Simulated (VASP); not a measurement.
Crystal: KTaO3.

```
CELL_PARAMETERS angstrom
3.98830 0.00000 0.00000
0.00000 3.98830 0.00000
0.00000 0.00000 3.98830
ATOMIC_POSITIONS crystal
Ta 0.00000 0.00000 0.00000
K 0.50000 0.50000 0.50000
O 0.00000 0.00000 0.50000
O 0.00000 0.50000 0.00000
O 0.50000 0.00000 0.00000
```

Base run:

```yaml
Program: VASP 6.6.1
Functional: r2SCAN
Potentials_or_basis: VASP PAW PBE potentials, release 64 (Ta_pv, K_sv, O)
Cutoff: 520 eV
k_mesh: 8 × 8 × 8
Occupations: gaussian, width 0.02 eV
Spin: no spin polarisation
```

Its results: band gap on the k mesh 2.60 eV, indirect (least direct gap 3.25 eV).

Question: The run is repeated on the same cell with these changes: functional from r2SCAN to PBE. What comes out?

Answer: Band gap on the k mesh 2.18 eV, indirect (least direct gap 2.80 eV).

r2SCAN gives the wider gap, since meta-GGAs in the generalised Kohn-Sham scheme recover part of the derivative discontinuity.

Caveats: spin-orbit coupling is left out, which moves the levels of the heavy elements.
